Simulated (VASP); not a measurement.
# KF (Fm-3m) in VASP: notebook

The runs below take KF through single point, relaxation of cell and atoms, with LDA.

Program: VASP 6.6.1. These are calculated values, not measurements. Logs are shortened: lines on timing, memory, paths and dates and some standing lists are left out, and cuts for length are marked.

### Step 1. Starting point

It takes space group Fm-3m (No. 225, cubic). The conventional cell has a = 5.163 Å, b = 5.163 Å, c = 5.163 Å, α = 90.00°, β = 90.00°, γ = 90.00°. K (site symmetry m-3m) is surrounded by 6 F at 2.58 Å. Around F (site symmetry m-3m) lie 6 K at 2.58 Å.

### Step 2. Single point, LDA

INCAR reads:

```
SYSTEM = KF
PREC = Accurate
ENCUT = 520
EDIFF = 1E-6
ISMEAR = 0
SIGMA = 0.02
LREAL = .False.
LASPH = .True.
NELM = 60
ALGO = Fast
ISIF = 2
LWAVE = .False.
LCHARG = .False.
GGA = CA
NBANDS = 15
```

KPOINTS reads:

```
regular mesh
0
Gamma
  8 8 8
  0 0 0
```

POSCAR reads:

```
KF
1.0
    0.0000000000      2.5817196783      2.5817196783
    2.5817196783      0.0000000000      2.5817196783
    2.5817196783      2.5817196783      0.0000000000
K F
1 1
Direct
    0.0000000000      0.0000000000      0.0000000000
    0.5000000000      0.5000000000      0.5000000000
```

Potentials or basis: VASP PAW LDA potentials, release 64 (K_sv, F).

Started as:

```sh
> cat potpaw_LDA.64/K_sv/POTCAR potpaw_LDA.64/F/POTCAR > POTCAR
> mpirun -np 1 vasp_std > vasp.out
```

OUTCAR:

```text
SYSTEM = KF
   PREC = Accurate
   ENCUT = 520
   EDIFF = 1E-6
   ISMEAR = 0
   LREAL = .False.
   LASPH = .True.
   NELM = 60
   ISIF = 2
   GGA = CA

 ion  position               nearest neighbor table
   1  0.000  0.000  0.000-   2 2.58   2 2.58   2 2.58   2 2.58   2 2.58   2 2.58
   2  0.500  0.500  0.500-   1 2.58   1 2.58   1 2.58   1 2.58   1 2.58   1 2.58

  LATTYP: Found a face centered cubic cell.
 ALAT       =     5.1634393566

  Lattice vectors:

 A1 = (   0.0000000000,   2.5817196783,   2.5817196783)
 A2 = (   2.5817196783,   0.0000000000,   2.5817196783)
 A3 = (   2.5817196783,   2.5817196783,   0.0000000000)

Analysis of symmetry for initial positions (statically):
=====================================================================
 Subroutine PRICEL returns:
 Original cell was already a primitive cell.

 Routine SETGRP: Setting up the symmetry group for a
 face centered cubic supercell.

 Subroutine GETGRP returns: Found 48 space group operations
 (whereof 48 operations were pure point group operations)
 out of a pool of 48 trial point group operations.

The static configuration has the point symmetry O_h .

Analysis of symmetry for dynamics (positions and initial velocities):
=====================================================================
 Subroutine PRICEL returns:
 Original cell was already a primitive cell.

 Routine SETGRP: Setting up the symmetry group for a
 face centered cubic supercell.

 Subroutine GETGRP returns: Found 48 space group operations
 (whereof 48 operations were pure point group operations)
 out of a pool of 48 trial point group operations.

The dynamic configuration has the point symmetry O_h .

 Subroutine INISYM returns: Found 48 space group operations
 (whereof 48 operations are pure point group operations),
 and found     1 'primitive' translations

----------------------------------------------------------------------------------------

                                     Primitive cell

  volume of cell :      34.4158

  direct lattice vectors                    reciprocal lattice vectors
     0.000000000  2.581719678  2.581719678    -0.193669361  0.193669361  0.193669361
     2.581719678  0.000000000  2.581719678     0.193669361 -0.193669361  0.193669361
     2.581719678  2.581719678  0.000000000     0.193669361  0.193669361 -0.193669361

  length of vectors
     3.651102983  3.651102983  3.651102983     0.335445173  0.335445173  0.335445173

  position of ions in fractional coordinates (direct lattice)
     0.000000000  0.000000000  0.000000000
     0.500000000  0.500000000  0.500000000

  ion indices of the primitive-cell ions
   primitive index   ion index
                 1           1
                 2           2

----------------------------------------------------------------------------------------

 KPOINTS: regular mesh

Automatic generation of k-mesh.
 Grid dimensions read from file:
 generate k-points for:    8    8    8

 Generating k-lattice:

  Cartesian coordinates                     Fractional coordinates (reciprocal lattice)
    -0.024208670  0.024208670  0.024208670     0.125000000  0.000000000  0.000000000
     0.024208670 -0.024208670  0.024208670     0.000000000  0.125000000  0.000000000
     0.024208670  0.024208670 -0.024208670     0.000000000  0.000000000  0.125000000

  Length of vectors
     0.041930647  0.041930647  0.041930647

  Shift w.r.t. Gamma in fractional coordinates (k-lattice)
     0.000000000  0.000000000  0.000000000

 Subroutine IBZKPT returns following result:
 ===========================================

 Found     29 irreducible k-points:

 Following reciprocal coordinates:
            Coordinates               Weight
  0.000000  0.000000  0.000000      1.000000
  0.125000  0.000000  0.000000      8.000000
  0.250000  0.000000  0.000000      8.000000
  0.375000  0.000000  0.000000      8.000000
  0.500000  0.000000  0.000000      4.000000
  0.125000  0.125000  0.000000      6.000000
[... 16 lines left out ...]
  0.500000  0.250000  0.125000     48.000000
 -0.375000  0.250000  0.125000     24.000000
 [... further k-points ...]
   k-points           NKPTS =     29   k-points in BZ     NKDIM =     29   number of bands    NBANDS=     15
   number of dos      NEDOS =    301   number of ions     NIONS =      2
   total plane-waves  NPLWV =  21952
   dimension x,y,z NGX =    28 NGY =   28 NGZ =   28
   dimension x,y,z NGXF=    56 NGYF=   56 NGZF=   56
   ions per type =               1   1
   NGX,Y,Z   is equivalent  to a cutoff of  12.75, 12.75, 12.75 a.u.
   NGXF,Y,Z  is equivalent  to a cutoff of  25.50, 25.50, 25.50 a.u.
 SYSTEM =  KF
   PREC   = accura    normal or accurate (medium, high low for compatibility)
   ISTART =      0    job   : 0-new  1-cont  2-samecut
   ICHARG =      2    charge: 1-file 2-atom 10-const
   ISPIN  =      1    spin polarized calculation?
   LNONCOLLINEAR =      F non collinear calculations
   LSORBIT =      F    spin-orbit coupling
   LASPH  =      T    aspherical Exc in radial PAW
   ENCUT  =  520.0 eV  38.22 Ry    6.18 a.u.   6.79  6.79  6.79*2*pi/ulx,y,z
   NELM   =     60;   NELMIN=  2; NELMDL= -5     # of ELM steps
   EDIFF  = 0.1E-05   stopping-criterion for ELM
   LREAL  =      F    real-space projection
   EDIFFG = 0.1E-04   stopping-criterion for IOM
   NSW    =      0    number of steps for IOM
   IBRION =     -1    ionic relax: 0-MD 1-quasi-New 2-CG
   NFREE  =      0    steps in history (QN), initial steepest desc. (CG)
   ISIF   =      2    stress and relaxation
   ISYM   =      2    0-nonsym 1-usesym 2-fastsym
   POTIM  = 0.5000    time-step for ionic-motion
   TEBEG  =    0.0;   TEEND  =   0.0 temperature during run
   PSTRESS=    0.0 pullay stress
   NELECT =      16.0000    total number of electrons
   NUPDOWN=      -1.0000    fix difference up-down
   EMIN   =  10.00;   EMAX   =-10.00  energy-range for DOS
   EFERMI =   0.00;   METHOD = LEGACY
   ISMEAR =     0;   SIGMA  =   0.02  broadening in eV -4-tet -1-fermi 0-gaus
   EFERMI_NEDOS =   21; number of points for ismear=-14 and -15
   IALGO  =     68    algorithm
   IMIX   =      4    mixing-type and parameters
     AMIX     =   0.40;   BMIX     =  1.00
     AMIX_MAG =   1.60;   BMIX_MAG =  1.00
  volume/ion in A,a.u.               =      17.21       116.12
  Fermi-wavevector in a.u.,A,eV,Ry     =   1.268223  2.396595 21.883480  1.608390
  Thomas-Fermi vector in A             =   2.401330
   LORBIT       =      0    0 simple, 1 ext, 2 COOP (PROOUT), +10 PAW based schemes
   GGA     = CA    functional components
   LHFCALC =     F    Hartree Fock is set to
   AEXX    =    0.0000 exact exchange contribution
   IVDW    =     0    specifies the selected vdW correction
   LEPSILON=     F    determine dielectric tensor
   LRPA    =     F    only Hartree local field effects (RPA)
 non-spin polarized calculation
 RMM-DIIS sequential band-by-band and
 Gauss-broadening in eV      SIGMA  =   0.02
  energy-cutoff  :      520.00
  volume of cell :       34.42
 maximum number of plane-waves:       941
   NGX = 13   NGY = 13   NGZ = 13

 number of electron      15.9999998 magnetization

 Free energy of the ion-electron system (eV)
  ---------------------------------------------------
  ext. energy  EPLUGINS =         0.00000000
  ---------------------------------------------------
  free energy    TOTEN  =        -9.07150035 eV

  energy without entropy =       -9.07150035  energy(sigma->0) =       -9.07150035

 E-fermi :  -2.8415     XC(G=0):  -9.6114

 val. band max:       -2.9262447451   @ k =   0.0000   0.0000   0.0000
 cond. band min:       3.4177572585   @ k =   0.0000   0.0000   0.0000
 fundamental gap:      6.3440020036
 Fermi energy:        -2.8415194429

 k-point     1 :       0.0000    0.0000    0.0000
  band No.  band energies     occupation
      1     -28.3091      2.00000
      2     -21.1963      2.00000
      3     -11.6835      2.00000
      4     -11.6835      2.00000
      5     -11.6835      2.00000
      6      -2.9262      2.00000
      7      -2.9262      2.00000
      8      -2.9262      2.00000
      9       3.4178      0.00000
     10       7.8494      0.00000
     11       7.8494      0.00000
     12       7.8494      0.00000
     13       9.7335      0.00000
     14       9.7335      0.00000
     15      14.0897      0.00000

 k-point     2 :       0.1250    0.0000    0.0000
  band No.  band energies     occupation
      1     -28.2849      2.00000
      2     -21.2209      2.00000
      3     -11.7364      2.00000
      4     -11.6900      2.00000
      5     -11.6900      2.00000
      6      -3.1014      2.00000
      7      -2.9976      2.00000
      8      -2.9976      2.00000
      9       3.9005      0.00000
     10       7.5616      0.00000
     11       8.0909      0.00000
     12       8.0909      0.00000
     13       9.9160      0.00000
     14       9.9160      0.00000
     15      14.9784      0.00000

 k-point     3 :       0.2500    0.0000    0.0000
  band No.  band energies     occupation
      1     -28.2255      2.00000
      2     -21.2824      2.00000
      3     -11.8630      2.00000
      4     -11.7057      2.00000
      5     -11.7057      2.00000
      6      -3.4676      2.00000
      7      -3.1652      2.00000
      8      -3.1652      2.00000
      9       5.0631      0.00000
     10       7.2135      0.00000
     11       8.7000      0.00000
     12       8.7000      0.00000
     13      10.4607      0.00000
     14      10.4607      0.00000
     15      16.4257      0.00000
[... 343 lines left out ...]
 k-point    23 :       0.5000    0.2500    0.1250
  band No.  band energies     occupation
      1     -28.1388      2.00000
      2     -21.3223      2.00000
      3     -12.0711      2.00000
      4     -11.9798      2.00000
      5     -11.7685      2.00000
      6      -3.5998      2.00000
      7      -3.3110      2.00000
      8      -3.0899      2.00000
      9       6.4260      0.00000
     10       6.8887      0.00000
     11       9.2326      0.00000
     12      10.0552      0.00000
     13      11.1484      0.00000
     14      12.2399      0.00000
     15      14.1605      0.00000

 k-point    24 :      -0.3750    0.2500    0.1250
  band No.  band energies     occupation
      1     -28.1194      2.00000
      2     -21.3344      2.00000
      3     -12.1353      2.00000
      4     -12.0071      2.00000
      5     -11.7763      2.00000
      6      -3.6108      2.00000
      7      -3.2661      2.00000
      8      -3.2176      2.00000
      9       6.5765      0.00000
     10       7.3370      0.00000
     11       9.2186      0.00000
     12      10.2541      0.00000
     13      11.7011      0.00000
     14      12.8523      0.00000
     15      13.2197      0.00000

 [... further k-points ...]

------------------------ aborting loop because EDIFF is reached ----------------------------------------

  FORCE on cell =-STRESS in cart. coord.  units (eV):
  Direction    XX          YY          ZZ          XY          YZ          ZX
  --------------------------------------------------------------------------------------
  -------------------------------------------------------------------------------------
  Total        0.0421772      0.0421772      0.0421772      0.0000000      0.0000000     -0.0000000
  in kB        1.9635024      1.9635024      1.9635024      0.0000000      0.0000000     -0.0000000
  external PRESSURE =       1.9635024 kB  Pullay stress =       0.0000000 kB

 VOLUME and BASIS-vectors are now :
 -----------------------------------------------------------------------------
  energy-cutoff  :      520.00
  volume of cell :       34.42
      direct lattice vectors                 reciprocal lattice vectors
     0.000000000  2.581719678  2.581719678    -0.193669361  0.193669361  0.193669361
     2.581719678  0.000000000  2.581719678     0.193669361 -0.193669361  0.193669361
     2.581719678  2.581719678  0.000000000     0.193669361  0.193669361 -0.193669361

 POSITION                                       TOTAL-FORCE (eV/Angst)
 -----------------------------------------------------------------------------------
      0.00000      0.00000      0.00000        -0.000000      0.000000     -0.000000
      2.58172      2.58172      2.58172         0.000000      0.000000      0.000000
 -----------------------------------------------------------------------------------
    total drift:                                0.000000      0.000000      0.000000

  FREE ENERGIE OF THE ION-ELECTRON SYSTEM (eV)
  ---------------------------------------------------
  free  energy   TOTEN  =        -9.0715003534 eV

  energy  without entropy=       -9.0715003534  energy(sigma->0) =       -9.07150035
```

Run time: 11 s. Hardware: 1 thread of Intel Xeon Platinum 8488C (Sapphire Rapids), shared host; peak memory 0.14 GiB.

What came out:

```yaml
Free_energy: -9.0715 eV
Pressure: 0.2 GPa
Band_gap_on_the_k_mesh: 6.34 eV, direct
```

### Step 3. Relaxation of cell and atoms, LDA

INCAR reads:

```
SYSTEM = KF
PREC = Accurate ; ENCUT = 600
EDIFF = 1E-7 ; ISMEAR = 0
SIGMA = 0.02 ; LREAL = .False.
LASPH = .True. ; NELM = 60
ALGO = Normal ; ISIF = 3
LWAVE = .False. ; LCHARG = .False.
GGA = CA ; IBRION = 2
NSW = 100 ; EDIFFG = -0.005
```

KPOINTS is that of step 2.

POSCAR is that of step 2.

Potentials or basis: VASP PAW LDA potentials, release 64 (K_sv, F).

Started as:

```sh
> cat potpaw_LDA.64/K_sv/POTCAR potpaw_LDA.64/F/POTCAR > POTCAR
> mpirun -np 1 vasp_std > vasp.out
```

OUTCAR:

```text
SYSTEM = KF
   PREC = Accurate
   ENCUT = 600
   EDIFF = 1E-7
   ISMEAR = 0
   LREAL = .False.
   LASPH = .True.
   NELM = 60
   ISIF = 3
   GGA = CA
   IBRION = 2
   NSW = 100
   EDIFFG = -0.005

 ion  position               nearest neighbor table
   1  0.000  0.000  0.000-   2 2.58   2 2.58   2 2.58   2 2.58   2 2.58   2 2.58
   2  0.500  0.500  0.500-   1 2.58   1 2.58   1 2.58   1 2.58   1 2.58   1 2.58

  LATTYP: Found a face centered cubic cell.
[... 602 lines left out ...]

  FORCE on cell =-STRESS in cart. coord.  units (eV):
  Direction    XX          YY          ZZ          XY          YZ          ZX
  --------------------------------------------------------------------------------------
  -------------------------------------------------------------------------------------
  Total        0.0095428      0.0095428      0.0095428      0.0000000      0.0000000     -0.0000000
  in kB        0.4431881      0.4431881      0.4431881      0.0000000      0.0000000     -0.0000000
  external PRESSURE =       0.4431881 kB  Pullay stress =       0.0000000 kB

 VOLUME and BASIS-vectors are now :
 -----------------------------------------------------------------------------
  energy-cutoff  :      600.00
  volume of cell :       34.50
      direct lattice vectors                 reciprocal lattice vectors
     0.000000000  2.583787387  2.583787387    -0.193514375  0.193514375  0.193514375
     2.583787387 -0.000000000  2.583787387     0.193514375 -0.193514375  0.193514375
     2.583787387  2.583787387  0.000000000     0.193514375  0.193514375 -0.193514375

 POSITION                                       TOTAL-FORCE (eV/Angst)
 -----------------------------------------------------------------------------------
      2.58379      2.58379      5.16757         0.000000     -0.000000      0.000000
      2.58379      2.58379      2.58379         0.000000      0.000000     -0.000000
 -----------------------------------------------------------------------------------
    total drift:                                0.000000      0.000000      0.000000

  FREE ENERGIE OF THE ION-ELECTRON SYSTEM (eV)
  ---------------------------------------------------
  free  energy   TOTEN  =        -9.0734750571 eV

  energy  without entropy=       -9.0734750571  energy(sigma->0) =       -9.07347506

 reached required accuracy - stopping structural energy minimisation
```

It took 14 s on 1 thread of Intel Xeon Platinum 8488C (Sapphire Rapids), shared host; peak memory 0.16 GiB.

Results:

```yaml
Free_energy: -9.0735 eV
Relaxed_volume: 17.25 Å³/atom
Relaxed_cell: a = 3.654 Å, b = 3.654 Å, c = 3.654 Å, α = 60.00°, β = 60.00°, γ = 60.00°
Space_group_after_relaxing_to_0.05_Å: Fm-3m (No. 225)
Energy_gained_by_relaxing: 0.0 meV/atom
Ionic_steps: 2
Pressure_after_relaxing: 0.0 GPa
Band_gap_on_the_k_mesh: 6.33 eV, direct
```

Final structure:
```
K F
1.0
     0.00000    2.58379    2.58379
     2.58379    0.00000    2.58379
     2.58379    2.58379    0.00000
K F
1 1
Direct
  0.00000 0.00000 0.00000
  0.50000 0.50000 0.50000
```

A k mesh can miss the band edges. A hybrid or GW would open this gap; LDA tends to underestimate it.
